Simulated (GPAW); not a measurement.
# TiSi2 (Cmcm) in GPAW: a series of runs

The runs below take TiSi2 through single point, with LDA, PBE.

All numbers are computed with GPAW 26.7.0; they aren't measurements. Logs are shortened: lines on timing, memory, paths and dates and some standing lists are left out, and cuts for length are marked. The log counts tension as positive stress, the text compression.

**1. The structure**

It takes space group Cmcm (No. 63, orthorhombic). Conventional cell: a = 3.530 Å, b = 13.519 Å, c = 3.565 Å, α = 90.00°, β = 90.00°, γ = 90.00°. Around Ti (site symmetry m2m) lie 10 Si at 2.58 to 2.81 Å. Si (site symmetry m2m) is surrounded by 4 Si at 2.51 Å and 4 Ti at 2.66 to 2.67 Å. Around Si (site symmetry m2m) lie 2 Si at 2.38 Å and 4 Ti at 2.58 Å.

The cell comes from a database or a generator and needn't be the stable form of this composition.

**2. Single point, LDA**

Contents of run.py:

```python
from ase import Atoms
from ase.dft.bandgap import bandgap
from ase.io import write
from ase.units import GPa
from gpaw import GPAW, PW

atoms = Atoms(['Ti', 'Ti', 'Si', 'Si', 'Si', 'Si'],
              cell=[[1.765105025, -6.759281535, 0.0],
                    [1.765105025, 6.759281535, 0.0],
                    [0.0, 0.0, 3.56517397]],
              scaled_positions=[[0.10311808, 0.89688192, 0.25],
                                [0.89688192, 0.10311808, 0.75],
                                [0.75031482, 0.24968518, 0.25],
                                [0.24968518, 0.75031482, 0.75],
                                [0.44174855, 0.55825145, 0.25],
                                [0.55825145, 0.44174855, 0.75]],
              pbc=True)

calc = GPAW(mode=PW(450),
            xc='LDA',
            kpts={'size': (6, 6, 6), 'gamma': True},
            occupations={'name': 'fermi-dirac', 'width': 0.05},
            nbands=38,
            maxiter=120,
            txt='gpaw.txt')
atoms.calc = calc
energy = atoms.get_potential_energy()
forces = atoms.get_forces()
stress = atoms.get_stress()
calc.write('gs.gpw')
write('result.traj', atoms)
print(f'Energy: {energy:.6f} eV')
print('Forces (eV/A):')
print(forces.round(4))
print('Stress (GPa):', (stress / GPa).round(3))
print('Fermi level:', round(calc.get_fermi_level(), 4), 'eV')
print(f'Gap: {bandgap(calc)[0]:.4f} eV, direct: {bandgap(calc, direct=True)[0]:.4f} eV')
```

Potentials or basis: the program's PAW data sets (release 1.2.1) made for this functional, pw.

Launch:

```console
OMP_NUM_THREADS=1 python run.py
```

gpaw.txt:

```text
__  _  _
 | _ |_)|_||  |
 |__||  | ||/\| - 26.7.0

Input parameters:
  mode=PW(ecut=450.00000000000006),
  kpts=MonkhorstPack(size=(6, 6, 6), gamma=True),
  maxiter=120,
  nbands=38,
  occupations=Occupations(name='fermi-dirac', width=0.05),
  xc=XC(name='LDA')

Diagonalizing LCAO Hamiltonian
Converting LCAO to pw mode

             Si
              Ti
          Si

           Si
       Ti
        Si

Atoms  # Å, Bohr magnetons
|   | symbol |        x |         y |        z |    initial magnetic moments |
|---|--------|----------|-----------|----------|-----------------------------|
| 0 |     Ti | 1.765105 |  5.365273 | 0.891293 | ( 0.0000,  0.0000,  0.0000) |
| 1 |     Ti | 1.765105 | -5.365273 | 2.673880 | ( 0.0000,  0.0000,  0.0000) |
| 2 |     Si | 1.765105 | -3.383897 | 0.891293 | ( 0.0000,  0.0000,  0.0000) |
| 3 |     Si | 1.765105 |  3.383897 | 2.673880 | ( 0.0000,  0.0000,  0.0000) |
| 4 |     Si | 1.765105 |  0.787476 | 0.891293 | ( 0.0000,  0.0000,  0.0000) |
| 5 |     Si | 1.765105 | -0.787476 | 2.673880 | ( 0.0000,  0.0000,  0.0000) |

Unit cell  # Å
| periodic |        x |         y |        z |  lengths |     angles |
|----------|----------|-----------|----------|----------|------------|
|      yes | 1.765105 | -6.759282 | 0.000000 | 6.985949 |  90.000000 |
|      yes | 1.765105 |  6.759282 | 0.000000 | 6.985949 |  90.000000 |
|      yes | 0.000000 |  0.000000 | 3.565174 | 3.565174 | 150.729457 |

Number of symmetries: 4
Symmetry operations  # r_c * U_cc + t_c -> r_c
|   | kind |            matrix            |
|---|------|------------------------------|
| 0 |  E   |  1, 0, 0,  0, 1, 0,  0, 0, 1 |
| 1 |  C2  |  0, 1, 0,  1, 0, 0,  0, 0,-1 |
| 2 |  σ   |  0,-1, 0, -1, 0, 0,  0, 0, 1 |
| 3 |  i   | -1, 0, 0,  0,-1, 0,  0, 0,-1 |

BZ-sampling:
  Number of BZ points: 216
  Number of IBZ points: 68

  Monkhorst-Pack size: [6, 6, 6]
  Monkhorst-Pack shift: [0.08333333333333333, 0.08333333333333333, 0.08333333333333333]

K-points  # in reciprocal-cell coordinates
|     |                                coordinates |     weight |
|-----|--------------------------------------------|------------|
|   0 | (  0.00000000,   0.00000000,   0.00000000) | 0.00462963 |
|   1 | (  0.00000000,   0.00000000,   0.16666667) | 0.00925926 |
|   2 | (  0.00000000,   0.00000000,   0.33333333) | 0.00925926 |
|   3 | (  0.00000000,   0.00000000,   0.50000000) | 0.00462963 |
|   4 | (  0.16666667,  -0.16666667,  -0.33333333) | 0.00925926 |
|   5 | (  0.16666667,  -0.16666667,  -0.16666667) | 0.00925926 |
|   6 | (  0.16666667,  -0.16666667,   0.00000000) | 0.00925926 |
|   7 | (  0.16666667,  -0.16666667,   0.16666667) | 0.00925926 |
|   8 | (  0.16666667,  -0.16666667,   0.33333333) | 0.00925926 |
|   9 | (  0.16666667,  -0.16666667,   0.50000000) | 0.00925926 |
| ... |                                            |            |
|  67 | (  0.50000000,   0.50000000,   0.50000000) | 0.00462963 |

Plane wave coefficients: 1868
Cutoff: 450.00000000000006 eV

Spin-components: 1 (collinear spins)
Bands:           38
Projectors:      32
Spin-degeneracy: 2
Datatype:        complex128

Parallelization:
  kpt:    1
  domain: 1
  band:   1

Density:
  Valence electrons: 40.0
  Components: 1
  Grid points: [35 35 18]
  Charge: 0.0  # |e|

Potential:
  Grid points: [35 35 18]

species:
  Ti:
    name:    Titanium
    Z:       22.0
    valence: 12
    core:    10
    charge:  0.0  # [|e|]
    compensation charges:
      type: gauss
      rc: 0.38  # [Å]
      lmax: 2
    cutoffs:
      filter: 2.23  # [Å]
      core: 1.02  # [Å]
    projectors
    | kind |    occ | energy [eV] | rcut [Å] |
    |------|--------|-------------|----------|
    |   3s |  2.000 |     -62.257 |    1.270 |
    |   4s |  2.000 |      -4.593 |    1.270 |
    |   3p |  6.000 |     -38.791 |    1.058 |
    |   4p |  0.000 |      -1.536 |    1.058 |
    |   3d |  2.000 |      -4.463 |    1.058 |
    |    d |        |      22.748 |    1.058 |

    Using partial waves for Ti as LCAO basis

  Si:
    name:    Silicon
    Z:       14.0
    valence: 4
    core:    10
    charge:  0.0  # [|e|]
    compensation charges:
      type: gauss
      rc: 0.33  # [Å]
      lmax: 2
    cutoffs:
      filter: 1.86  # [Å]
      core: 2.06  # [Å]
    projectors
    | kind |    occ | energy [eV] | rcut [Å] |
    |------|--------|-------------|----------|
    |   3s |  2.000 |     -10.878 |    1.058 |
    |   3p |  2.000 |      -4.162 |    1.058 |
    |    s |        |      16.334 |    1.058 |
    |    p |        |      23.049 |    1.058 |
    |    d |        |       0.000 |    1.058 |

    Using partial waves for Si as LCAO basis

Reference energy: -77782.750851  # eV

eigensolver:
  PPCG
  Converge bands: occupied
  niter=2

density mixing:
  MSR1-Mixer
  Pratt-step length: 0.05
  Maximum mixing coefficient: 0.75
  Old densities: 10
  SVD Regularization: 0.005
  Good broyden scale: 1.0
  Trust region scale: 1.0
  Backstep threshold: 4.0
  History deletion threshold: 6.0
  Fourier metric: weight=20.0, sigma=0.015

occupation numbers:
  Fermi-Dirac:
    width: 0.0500  # eV

poisson solver:
  ecut: 3600.0000000000005  # eV

xc functional:
  name: None

convergence criteria:
- Maximum [total energy] change in last 3 cyles: 0.0005 eV / valence electron
- Maximum integral of absolute [dens]ity change: 0.0001 electrons / valence electron
- Maximum integral of absolute [eigenst]ate change: 4e-08 eV^2 / valence electron
maximum number of iterations: 120

SCF iterations
|iter     | |      energy | eigst |  dens |
|---------|-|-------------|-------|-------|
|iter:   1| |  -42.639157 | +0.37 |       |
|iter:   2| |  -42.745068 | -2.05 | -1.24 |
|iter:   3| |  -43.035490 | -1.20 | -1.26 |
|iter:   4| |  -42.642110 | -1.46 | -1.40 |
|iter:   5| |  -42.616292 | -2.21 | -1.68 |
|iter:   6| |  -42.590299 | -2.87 | -1.95 |
|iter:   7| |  -42.589183 | -3.74 | -2.37 |
|iter:   8| |  -42.589205c| -5.08 | -3.09 |
|iter:   9| |  -42.589205c| -6.65 | -3.83 |
|iter:  10| |  -42.589205c| -7.50c| -4.53c|

Converged in 10 steps
Energy contributions relative to reference atoms: (reference = -77782.750851)

Energy contributions:
  Kinetic:          40.730400
  Coulomb:         -31.836889
  Zero:             -0.225381
  External:          0.000000
  Xc:              -51.249847
  Entropy:          -0.014977
  Spinorbit:         0.000000
  ----------------------------
  Free energy:     -42.596693
  Extrapolated:    -42.589205

dipole moment: (-0.000010, -0.000000, -0.000010)  # |e|*Ang

Fermi level: 9.859
Eigenvalues  # (at kpt = [0.000, 0.000, 0.000])
| band index |      eig [eV] | occ [0-2] |
|------------|---------------|-----------|
|          0 |       -46.358 |     2.000 |
|        ... |               |           |
|         11 |         6.457 |     2.000 |
|         12 |         6.798 |     2.000 |
|         13 |         6.980 |     2.000 |
|         14 |         7.303 |     2.000 |
|         15 |         7.334 |     2.000 |
|         16 |         7.711 |     2.000 |
|         17 |         7.799 |     2.000 |
|         18 |         7.805 |     2.000 |
|         19 |        10.335 |     0.000 |
|         20 |        10.538 |     0.000 |
|         21 |        10.688 |     0.000 |
|         22 |        10.747 |     0.000 |
|         23 |        11.249 |     0.000 |
|         24 |        11.287 |     0.000 |
|         25 |        11.962 |     0.000 |
|         26 |        12.503 |     0.000 |
|        ... |               |           |
|         37 |        19.898 |     0.000 |

No gap
No difference between direct/indirect transitions

Forces  # eV/Ang
|       x |        y |        z |
|---------|----------|----------|
| 0.00000 | -0.00909 |  0.00000 |  # Ti   0
| 0.00000 |  0.00909 | -0.00000 |  # Ti   1
| 0.00000 | -0.03644 |  0.00000 |  # Si   2
| 0.00000 |  0.03644 | -0.00000 |  # Si   3
| 0.00000 |  0.14672 |  0.00000 |  # Si   4
| 0.00000 | -0.14672 | -0.00000 |  # Si   5

Stress tensor  # eV/Ang^3
|         x |         y |         z |
|-----------|-----------|-----------|
|  0.030610 | -0.000000 |  0.000000 |
| -0.000000 |  0.029043 | -0.000000 |
|  0.000000 | -0.000000 |  0.031193 |

# Writing to gs.gpw (mode='')
```

Run time: 2.6 min. Hardware: 1 thread of Arm Neoverse V1, shared host; peak memory 0.26 GiB.

What came out:

```
Free energy            : -42.5967 eV
Pressure               : -4.9 GPa
Largest force          : 0.147 eV/Å
Band gap on the k mesh : none (metal or under the smearing width)
```

Forces on the atoms (eV/Å):
```
Ti   0.000 -0.009  0.000
Ti   0.000  0.009  0.000
Si   0.000 -0.036  0.000
Si   0.000  0.036  0.000
Si   0.000  0.147  0.000
Si   0.000 -0.147  0.000
```

Caveat: the cutoff is short for stress and forces, so pressures can be off by a GPa or more; the program warned that so skewed a cell can give wrong results.

**3. Single point, PBE**

Changes to run.py since step 2:

```diff
@@ -19,3 +19,3 @@
 calc = GPAW(mode=PW(450),
-            xc='LDA',
+            xc='PBE',
             kpts={'size': (6, 6, 6), 'gamma': True},
```

Potentials or basis: GPAW PAW data sets (gpaw-data 1.2.1), pw.

Launch:

```console
OMP_NUM_THREADS=1 python run.py
```

Run time: 2.1 min. Hardware: 1 thread of Arm Neoverse V2, shared host; peak memory 0.26 GiB.

Results (log left out):

```
Free energy            : -38.2132 eV
Pressure               : 2.3 GPa
Largest force          : 0.233 eV/Å
Band gap on the k mesh : none (metal or under the smearing width)
```

Forces in eV/Å, atoms in the order of the input:
```
Ti   0.000  0.042  0.000
Ti   0.000 -0.042  0.000
Si   0.000 -0.040  0.000
Si   0.000  0.040  0.000
Si   0.000  0.233  0.000
Si   0.000 -0.233  0.000
```

Stress tensor (GPa, compression positive):
```
2.50 0.00 0.00
0.00 2.11 0.00
0.00 0.00 2.41
```

Levels at points of the mesh, in eV from the Fermi level:
| k point | band 17 | band 18 | band 19 | band 20 | band 21 | band 22 | band 23 | band 24 |
| --- | --- | --- | --- | --- | --- | --- | --- | --- |
| (0.00, 0.00, 0.00) | -2.15 | -2.10 | -2.07 | 0.47 | 0.71 | 0.83 | 0.90 | 1.36 |
| (0.00, 0.00, 0.50) | -1.63 | -1.63 | -0.04 | -0.04 | 0.83 | 0.83 | 1.47 | 1.47 |
| (0.50, 0.00, 0.00) | -1.67 | -1.47 | -0.67 | -0.57 | -0.54 | 1.15 | 1.48 | 1.66 |
| (0.50, 0.00, 0.50) | -3.23 | -3.23 | -2.45 | -2.45 | 1.76 | 1.76 | 1.89 | 1.89 |
| (0.50, 0.50, 0.00) | -2.53 | -1.96 | -1.18 | 0.40 | 0.65 | 0.75 | 0.93 | 1.13 |
| (0.50, 0.50, 0.50) | -2.04 | -2.04 | -0.88 | -0.88 | 0.47 | 0.47 | 1.68 | 1.68 |

Caveat: the cutoff is short for stress and forces, so pressures can be off by a GPa or more; the program warned that so skewed a cell can give wrong results.
